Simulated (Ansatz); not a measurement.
## Ba in Ansatz: the effect of target pressure

The system is Ba.

```
Ba
1.0
    -2.50650    2.50650    2.50650
     2.50650   -2.50650    2.50650
     2.50650    2.50650   -2.50650
Ba
1
Direct
  0.00000 0.00000 0.00000
```

Alike in all runs:

| Property | Result |
| --- | --- |
| Program | Ansatz 0.2.0 |
| Task | relaxation of cell and atoms |
| Functional | r2SCAN |
| Potentials or basis | Ansatz PAW |
| Cutoff | 500 eV (not typed: the program's choice for these potentials) |
| k mesh | 8 × 8 × 8 |
| Occupations | fermi-dirac, width 0.05 eV |
| Spin | no spin polarisation |

Each run relaxes the cell or the atoms first.

Question: One run gave: relaxed volume 64.72 Å³/atom. Which target pressure did it use?
A. 10 GPa
B. 2 GPa
C. 30 GPa
D. 0 GPa
E. 5 GPa

Answer: D.

```tsv
target pressure	relaxed volume (Å³/atom)
0 GPa	64.72
2 GPa	54.29
5 GPa	44.97
10 GPa	36.43
20 GPa	28.59
30 GPa	24.24
```

Caveats: the plane-wave basis is chosen anew once the cell has moved, so the energies of steps on either side of that aren't comparable; the PAW data sets come from PBE, with cores solved anew for the run's functional, which leaves a small shift of forces and pressure; the volume moved by over 15 % at a fixed basis, so the end points are rough (some runs).

Runs at the PBE level aren't shown here.
